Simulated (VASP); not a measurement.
# Ca, nudged elastic band: which settings are enough?

Ca, slab, 13 atoms in the cell. PBE, nudged elastic band; PAW potentials Ca_sv (PBE set). VASP 6.6.1.

Wanted: barrier within 0.02 eV.

Path: Ca hops from a hollow site to the next hollow site of Ca(100); Moving images: 1.

The series start from Cutoff ENCUT (eV): 300; k mesh: 2 × 2 × 1; SCF threshold EDIFF (eV): 1e-5; PREC: Normal; LREAL: no. Each series keeps the choices made before it, and each single choice may use up half of a tolerance. Times cover all steps of a run.

## Cutoff ENCUT (eV)

| Cutoff ENCUT (eV) | Barrier (eV) | Time (s) |
|---|---|---|
| 250 | 0.286 | 394 |
| 300 | 0.289 | 589 |
| 350 | 0.289 | 546 |
| 400 | 0.289 | 589 |
| 450 (reference) | 0.289 | 639 |

Chosen: 250, the loosest value from which every tighter one stays within half of the tolerance.

## k mesh

| k mesh | Barrier (eV) | Time (s) |
|---|---|---|
| 1 × 1 × 1 | 0.348 | 206 |
| 2 × 2 × 1 | 0.286 | 394 |
| 3 × 3 × 1 (reference) | 0.268 | 318 |

Chosen: 3 × 3 × 1; the next looser run is off by more than half of the tolerance, so convergence isn't shown beyond this value.

## SCF threshold EDIFF (eV)

| SCF threshold EDIFF (eV) | Barrier (eV) | Time (s) |
|---|---|---|
| 0.001 | 0.268 | 201 |
| 0.0001 | 0.268 | 224 |
| 1e-5 | 0.268 | 318 |
| 1e-6 (reference) | 0.268 | 355 |

Chosen: 0.001.

## PREC

| PREC | Barrier (eV) | Time (s) |
|---|---|---|
| Normal | 0.268 | 201 |
| Accurate | 0.268 | 363 |

Chosen: Normal; no other choice that stays within half of the tolerance saves 30 % of the time.

## LREAL

| LREAL | Barrier (eV) | Time (s) |
|---|---|---|
| no | 0.268 | 201 |
| Auto | 0.269 | 184 |

Chosen: no.

## All choices together

| Input | Barrier (eV) | Time (s) |
|---|---|---|
| chosen settings | 0.268 | 201 |
| reference settings throughout | 0.269 | 899 |

The chosen settings stay within the tolerance of the reference run, but the reference itself isn't shown to be converged in: k mesh.

## The input

INCAR.step1:
```
ALGO     = Normal         # electronic algorithm
EDIFF    = 0.001          # SCF threshold, eV
EDIFFG   = -0.02          # ionic threshold
ENCUT    = 250            # plane-wave cutoff, eV
IBRION   = 2              # ionic algorithm
ISIF     = 2              # what is computed and relaxed
ISMEAR   = 1              # smearing method
LASPH    = True           # aspherical terms in the spheres
LCHARG   = False          # write CHGCAR
LREAL    = False          # projectors in reciprocal space
LWAVE    = False          # write WAVECAR
NELM     = 100            # most SCF steps
NSW      = 100            # ionic steps
POTIM    = 0.5            # step
PREC     = Normal         # precision mode
SIGMA    = 0.1            # smearing width, eV
```

INCAR.step3, as INCAR.step1 but for:
```
- EDIFFG = -0.02
- IBRION = 2
- ISIF = 2
- POTIM = 0.5
+ EDIFFG = -0.05
+ IBRION = 1
+ IMAGES = 1
+ POTIM = 0.3
+ SPRING = -5
```

KPOINTS:
```
Automatic mesh
0
Gamma
  3 3 1
  0 0 0
```

00/POSCAR:
```
Ca
1.0
    7.9031910720      0.0000000000      0.0000000000
    0.0000000000      7.9031910720      0.0000000000
    0.0000000000      0.0000000000     20.7584000000
Ca
13
Selective dynamics
Direct
    0.0000000000      0.0000000000      0.2890396177  F F F
    0.5000000000      0.0000000000      0.2890396177  F F F
    0.0000000000      0.5000000000      0.2890396177  F F F
    0.5000000000      0.5000000000      0.2890396177  F F F
    0.2500000000      0.2500000000      0.4193557653  T T T
    0.7500000000      0.2500000000      0.4187414718  T T T
    0.2500000000      0.7500000000      0.4187414718  T T T
    0.7500000000      0.7500000000      0.4205811127  T T T
    0.0024362923      0.0024362923      0.5518585133  T T T
    0.4975637077      0.0024362923      0.5518585133  T T T
    0.0024362923      0.4975637077      0.5518585133  T T T
    0.4975637077      0.4975637077      0.5518585133  T T T
    0.2500000000      0.2500000000      0.6790484697  T T T
```

01/POSCAR:
```
Ca
1.0
    7.9031910720      0.0000000000      0.0000000000
    0.0000000000      7.9031910720      0.0000000000
    0.0000000000      0.0000000000     20.7584000000
Ca
13
Selective dynamics
Direct
    0.0000000000      0.0000000000      0.2890396177  F F F
    0.5000000000      0.0000000000      0.2890396177  F F F
    0.0000000000      0.5000000000      0.2890396177  F F F
    0.5000000000      0.5000000000      0.2890396177  F F F
    0.2500000000      0.2500000000      0.4190466109  T T T
    0.7500000000      0.2500000000      0.4190098091  T T T
    0.2500000000      0.7500000000      0.4196807879  T T T
    0.7500000000      0.7500000000      0.4196592847  T T T
   -0.0000128853      0.0024491776      0.5518457372  T T T
    0.5000128853      0.0024491776      0.5518457372  T T T
   -0.0000128853      0.4975508224      0.5518457372  T T T
    0.5000128853      0.4975508224      0.5518457372  T T T
    0.5000000000      0.2500000000      0.6790682176  T T T
```

02/POSCAR:
```
Ca
1.0
    7.9031910720      0.0000000000      0.0000000000
    0.0000000000      7.9031910720      0.0000000000
    0.0000000000      0.0000000000     20.7584000000
Ca
13
Selective dynamics
Direct
    0.0000000000      0.0000000000      0.2890396177  F F F
    0.5000000000      0.0000000000      0.2890396177  F F F
    0.0000000000      0.5000000000      0.2890396177  F F F
    0.5000000000      0.5000000000      0.2890396177  F F F
    0.2500000000      0.2500000000      0.4187374566  T T T
    0.7500000000      0.2500000000      0.4192781463  T T T
    0.2500000000      0.7500000000      0.4206201040  T T T
    0.7500000000      0.7500000000      0.4187374566  T T T
   -0.0024620629      0.0024620629      0.5518329610  T T T
    0.5024620629      0.0024620629      0.5518329610  T T T
   -0.0024620629      0.4975379371      0.5518329610  T T T
    0.5024620629      0.4975379371      0.5518329610  T T T
    0.7500000000      0.2500000000      0.6790879654  T T T
```

POSCAR.step1:
```
Ca
1.0
    7.9031910720      0.0000000000      0.0000000000
    0.0000000000      7.9031910720      0.0000000000
    0.0000000000      0.0000000000     20.7584000000
Ca
13
Selective dynamics
Direct
    0.0000000000      0.0000000000      0.2890396177  F F F
    0.5000000000      0.0000000000      0.2890396177  F F F
    0.0000000000      0.5000000000      0.2890396177  F F F
    0.5000000000      0.5000000000      0.2890396177  F F F
    0.2500000000      0.2500000000      0.4236453677  T T T
    0.7500000000      0.2500000000      0.4236453677  T T T
    0.2500000000      0.7500000000      0.4236453677  T T T
    0.7500000000      0.7500000000      0.4236453677  T T T
    0.0000000000      0.0000000000      0.5582511176  T T T
    0.5000000000      0.0000000000      0.5582511176  T T T
    0.0000000000      0.5000000000      0.5582511176  T T T
    0.5000000000      0.5000000000      0.5582511176  T T T
    0.2500000000      0.2500000000      0.6557015643  T T T
```

POSCAR.step2:
```
Ca
1.0
    7.9031910720      0.0000000000      0.0000000000
    0.0000000000      7.9031910720      0.0000000000
    0.0000000000      0.0000000000     20.7584000000
Ca
13
Selective dynamics
Direct
    0.0000000000      0.0000000000      0.2890396177  F F F
    0.5000000000      0.0000000000      0.2890396177  F F F
    0.0000000000      0.5000000000      0.2890396177  F F F
    0.5000000000      0.5000000000      0.2890396177  F F F
    0.2500000000      0.2500000000      0.4236453677  T T T
    0.7500000000      0.2500000000      0.4236453677  T T T
    0.2500000000      0.7500000000      0.4236453677  T T T
    0.7500000000      0.7500000000      0.4236453677  T T T
    0.0000000000      0.0000000000      0.5582511176  T T T
    0.5000000000      0.0000000000      0.5582511176  T T T
    0.0000000000      0.5000000000      0.5582511176  T T T
    0.5000000000      0.5000000000      0.5582511176  T T T
   -0.2500000000      0.2500000000      0.6557015643  T T T
```

Commands (each step's output is kept before the next begins):
```
cat potpaw_PBE.64/Ca_sv/POTCAR > POTCAR
cp INCAR.step1 INCAR
cp POSCAR.step1 POSCAR
mpirun -np 8 vasp_std > vasp.out
cp POSCAR.step2 POSCAR
mpirun -np 8 vasp_std > vasp.out
# 00 and 02 hold the relaxed ends; the images between are interpolated (pair-distance (IDPP))
cp INCAR.step3 INCAR
mpirun -np 8 vasp_std > vasp.out
```

Limits: the slab is thin and the surface cell small, so the value carries both errors; a single image in the middle can't show two humps with a dip between them, and says nothing of the springs.

The chosen input took VASP 6.6.1 201 s on 8 cores (AMD EPYC 9R14 (Zen 4)), a shared host.
